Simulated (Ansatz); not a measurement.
Input and output of a one-shot G0W0 calculation on MgSe (rocksalt) (the PAW code Ansatz, G0W0@PBE with 66 empty bands, a screening cutoff of 80 eV and an 8×8×8 mesh). The geometry is the r2SCAN minimum.

input.yaml:
```yaml
crystal:
  lattice:
    - [0.0, 2.7362693767, 2.7362693767]
    - [2.7362693767, 0.0, 2.7362693767]
    - [2.7362693767, 2.7362693767, 0.0]
  atoms:
    - { symbol: Mg, position: [0.0, 0.0, 0.0] }
    - { symbol: Se, position: [0.5, 0.5, 0.5] }
kpoints:
  mp_grid: { grid: [8, 8, 8] }
hamiltonian:
  xc: pbe
scf:
  occupations: { method: fixed }
gw:
  n_empty_bands: 66
  ecut_chi: 80
  qp_bands: [v2, c2]
  qp_kpoints: band_edges
  screening: { model: contour_deformation }
```

Wall time 22 s on 1 × NVIDIA H100 80GB HBM3 with 1 thread of AMD EPYC 7R13 Processor (Zen 3) (shared host), load about 2.1 per core; peak host memory 1.3 GiB.

The log, with set-up remarks and timings taken out:
```
Pseudopotential: Mg, paw, valence charge 10, recommended cutoff 420 eV (normal)
Pseudopotential: Se, paw, valence charge 16, recommended cutoff 420 eV (normal)
Functional definition: PBE
  parameter kappa = 0.804
  parameter beta = 0.06672455060314922
  exchange = pbe_x(kappa = kappa, mu = beta*pi^2/3)
  correlation = pbe_c(beta = beta)
Crystal: 2 atoms, lattice volume = 40.974 Å³
Basis set: ecut = 420 eV, 821 PW (Γ)
Bands: 17, of which v1, the nominal top of the filled ones, is band 13 counted from 1 (12 counted from 0)
Symmetry: 48 space group operations
Space group: Fm-3m (ITA 225)
k-points: 29 of 512
SCF iter   1: HF=-7395.360781 eV  Δρ=9.33e-4  dr2=5.01e-4
SCF iter   2: HF=-7395.360267 eV  Δρ=3.43e-4  dr2=4.77e-5
SCF iter   3: HF=-7395.360281 eV  Δρ=1.14e-4  dr2=3.12e-6
SCF iter   4: HF=-7395.360283 eV  Δρ=3.89e-5  dr2=5.38e-7
SCF iter   5: HF=-7395.360283 eV  Δρ=7.04e-6  dr2=1.32e-8
SCF iter   6: HF=-7395.360283 eV  Δρ=7.98e-7  dr2=1.66e-10
SCF 1 converged in 6 iterations: F = -7395.360283 eV  dr2 = 1.66e-10
SCF converged after 6 iterations
Free energy (F): -7395.360283 eV
Fermi energy:    7.612904 eV
--- G₀W₀: contour deformation, 7 samples at zero and on the imaginary axis and 2 off it, 512 q-points, 66 empty bands' worth ---
    ik  band        ε_KS         Σx   Σc(E_QP)       V_xc       Z   E_QP_lin       E_QP  E_QP is
     0    12      7.6129   -17.6053     1.8380   -15.1441  0.7804     6.9855     6.9898  root
     0    13      7.6129   -17.6053     1.8380   -15.1441  0.7804     6.9855     6.9898  root
     0    14     10.1414    -8.8874    -3.5601   -13.0291  0.8077    10.7260    10.7230  root
     0    15     15.0410    -4.6998    -4.3326    -9.3984  0.7855    15.4090    15.4070  root
     1    12      7.5145   -17.5177     1.8677   -15.0147  0.7796     6.8747     6.8793  root
     1    13      7.5145   -17.5177     1.8677   -15.0147  0.7796     6.8747     6.8793  root
     1    14     11.1098    -9.1517    -3.6031   -13.3248  0.8017    11.6830    11.6798  root
     1    15     14.7172    -5.1587    -4.3195    -9.8501  0.7842    15.0912    15.0891  root
     2    12      7.3010   -17.3597     1.9338   -14.7661  0.7779     6.6360     6.6412  root
     2    13      7.3010   -17.3597     1.9338   -14.7661  0.7779     6.6360     6.6412  root
     2    14     11.7055    -7.2913    -3.8237   -11.5942  0.8024    12.1873    12.1848  root
     2    15     14.6865    -5.5480    -4.4484   -10.4251  0.7762    15.1177    15.1152  root
     3    12      7.1143   -17.2490     1.9907   -14.5789  0.7764     6.4292     6.4348  root
     3    13      7.1143   -17.2490     1.9907   -14.5789  0.7764     6.4292     6.4348  root
     3    14     11.5425    -6.4907    -3.7751   -10.6635  0.8057    11.9418    11.9402  root
     3    15     13.9718    -5.7588    -4.3080   -10.4974  0.7825    14.4054    14.4023  root
     4    12      7.0432   -17.2127     2.0122   -14.5140  0.7759     6.3508     6.3567  root
     4    13      7.0432   -17.2127     2.0122   -14.5140  0.7759     6.3508     6.3567  root
     4    14     11.4345    -6.3877    -3.7421   -10.5084  0.8067    11.8145    11.8131  root
     4    15     13.7177    -5.8250    -4.2504   -10.5047  0.7854    14.1501    14.1470  root
     5    12      7.2676   -17.3182     1.9283   -14.7260  0.7777     6.5985     6.6038  root
     5    13      7.2676   -17.3182     1.9283   -14.7260  0.7777     6.5985     6.6038  root
     5    14     11.5101    -9.5875    -3.6320   -13.8190  0.7980    12.1134    12.1096  root
     5    15     14.0631    -4.4436    -4.1857    -8.9355  0.7941    14.3706    14.3693  root
     8    12      6.3533   -16.5959     2.1312   -13.7299  0.7700     5.6107     5.6185  root
     8    13      6.8205   -17.0667     2.0637   -14.2947  0.7739     6.1056     6.1122  root
     8    14     12.0530    -6.4988    -3.8722   -10.7797  0.8005    12.4636    12.4617  root
     8    15     13.1129    -6.5105    -4.1653   -11.1310  0.7875    13.5710    13.5681  root
    10    12      6.3624   -16.6274     2.1505   -13.7334  0.7696     5.6109     5.6190  root
    10    13      7.3115   -17.3609     1.9331   -14.7703  0.7781     6.6489     6.6540  root
    10    14     12.4947    -7.1593    -3.9698   -11.6145  0.7968    12.9828    12.9800  root
    10    15     13.9319    -6.1443    -4.4064   -11.0153  0.7780    14.4005    14.3965  root
    11    12      6.8644   -16.9417     2.0205   -14.2165  0.7744     6.1532     6.1597  root
    11    13      7.5322   -17.5394     1.8731   -15.0334  0.7797     6.8947     6.8993  root
    11    14     12.0450    -8.7948    -3.8616   -13.2533  0.7955    12.6462    12.6420  root
    11    15     14.3487    -5.2767    -4.2268    -9.8599  0.7878    14.7070    14.7050  root
  […]
```

The points are ik 0 = (0, 0, 0) (Γ), ik 1 = (0, 0, 1/8), ik 2 = (0, 0, 1/4), ik 3 = (0, 0, 3/8), ik 4 = (0, 0, -1/2), ik 5 = (0, 1/8, 1/8), ik 8 = (0, 1/8, -1/2), ik 10 = (0, 1/8, -1/4), ik 11 = (0, 1/8, -1/8), ik 12 = (0, 1/4, 1/4), ik 14 = (0, 1/4, -1/2), ik 17 = (0, 3/8, 3/8); band 13 is the last filled one.

The quasiparticle gap on this mesh is 2.81 eV (Γ to k = (0, -1/2, -1/2)), against 1.80 eV from PBE: +1.01 eV. Renormalisation factors Z lie between 0.76 and 0.81. G0W0 values are finite-basis, finite-mesh values.

The values are computed, spin-unpolarised, and not measurements.

Spin-orbit coupling is left out.
